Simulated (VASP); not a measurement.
Wanted: the native input for a VASP 6.6.1 run.

```
Task                   : single point
Functional             : PBEsol
Potentials or basis    : VASP PAW PBE potentials, release 64 (Ni)
Cutoff                 : 520 eV
k mesh                 : 20 × 20 × 20
Occupations            : gaussian, width 0.1 eV
Spin                   : collinear spin, ferromagnetic start
Starting moments       : [0.8] μB
Further INCAR settings : ALGO = Normal; EDIFF = 1e-07; NBANDS = 15
```

The structure of Ni lies in POSCAR:

```
Ni                                      
1.0
    0.0000000000      1.7139078968      1.7139078968
    1.7139078968     -0.0000000000      1.7139078968
    1.7139078968      1.7139078968     -0.0000000000
  Ni            
     1
Direct
     0.0000000000000000    0.0000000000000000    0.0000000000000000
```

The cell isn't the ideal one: a relaxed cell with its volume scaled by 0.97.

One way to write it, as run:

INCAR

```
SYSTEM = Ni
ALGO = Normal
EDIFF = 1E-7
ENCUT = 520
GGA = PS
ISIF = 2
ISMEAR = 0
ISPIN = 2
LASPH = .True.
LCHARG = .False.
LMAXMIX = 4
LORBIT = 11
LREAL = .False.
LWAVE = .False.
MAGMOM = 0.8
NBANDS = 15
NELM = 150
PREC = Accurate
SIGMA = 0.1
```

KPOINTS

```
k-points
0
Gamma
  20 20 20
  0 0 0
```

Potentials or basis: VASP PAW PBE potentials, release 64 (Ni).

Command:

```bash
$ cat potpaw_PBE.64/Ni/POTCAR > POTCAR
$ mpirun -np 1 vasp_std > vasp.out
```

It gave:

```json
{
  "Pressure": "7.5 GPa",
  "Band gap on the k mesh": "none (metal or under the smearing width)",
  "Net moment": "0.62 μB per cell",
  "Site moments": "Ni +0.62 μB",
  "Valence electrons inside the program's atomic spheres": "Ni 9.46"
}
```

Caveat: the PAW data sets were made with another functional, which shifts forces and pressure a little.

It took 36 s on 1 thread of Intel(R) Xeon(R) 6975P-C (Granite Rapids), with other jobs on the host, peak memory 0.17 GiB.
